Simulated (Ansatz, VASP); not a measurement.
MgS: VASP beside Ansatz

File INCAR:

```
PREC = Accurate
ENCUT = 520
EDIFF = 1E-7
ISMEAR = 0
SIGMA = 0.05
LREAL = False
LASPH = True
NELM = 100
ALGO = Fast
ISIF = 2
LWAVE = False
LCHARG = False
GGA = PE
NBANDS = 11
```

KPOINTS

```
Automatic mesh
0
Gamma
  8 8 8
```

Contents of POSCAR:

```
MgS
1.0
    0.0000000000      2.6016500000      2.6016500000
    2.6016500000      0.0000000000      2.6016500000
    2.6016500000      2.6016500000      0.0000000000
Mg S
1 1
Direct
    0.0679479159      0.0000000000      0.0000000000
    0.5000000000      0.5000000000      0.5000000000
```

Input for Ansatz:

```yaml
crystal:
  lattice:
    - [0.0, 2.60165, 2.60165]
    - [2.60165, 0.0, 2.60165]
    - [2.60165, 2.60165, 0.0]
  atoms:
    - { symbol: Mg, position: [0.0679479159, 0.0, 0.0] }
    - { symbol: S, position: [0.5, 0.5, 0.5] }
basis:
  ecutwfc: 420
kpoints:
  mp_grid: { grid: [8, 8, 8] }
hamiltonian:
  xc: pbe
scf:
  occupations: { method: gaussian, width: 0.05 }
output:
  forces: true
  stress: true
  eigenvalues: true
```

Change from the starting cell: all Mg atoms moved -0.250 Å, as atom 1 towards its neighbour atom 1 (Mg) at 3.679 Å.

Alike in both runs: task single point; functional PBE; k mesh 8 × 8 × 8; occupations gaussian, width 0.05 eV; no spin polarisation.

|  | VASP | Ansatz |
| --- | --- | --- |
| version | VASP 6.6.1 | Ansatz 0.2.0 |
| potentials or method | VASP PAW PBE potentials, release 64 (Mg, S) | scalar-relativistic, plane waves, PAW |
| plane-wave cutoff (eV) | 520 | 420 |
| valence electrons in the cell | 8 | 16 |

Ansatz gave:

* gap on the k mesh at the Fermi level (eV): 2.81
* least direct gap on the mesh (eV): 3.71
* pressure (GPa): 3.2
* largest component of the traceless stress (GPa): 2.56
* rms of the force components (eV/Å): 0.442

Task: Estimate VASP's values.

Result: gap on the k mesh at the Fermi level (eV): 2.79; least direct gap on the mesh (eV): 3.70; pressure (GPa): 3.0; largest component of the traceless stress (GPa): 2.57; rms of the force components (eV/Å): 0.442.

Atom by atom the forces differ by 0.000 eV/Å (rms over components). The two sets of potentials don't hold the same shells in valence.

A k mesh can miss the band edges.
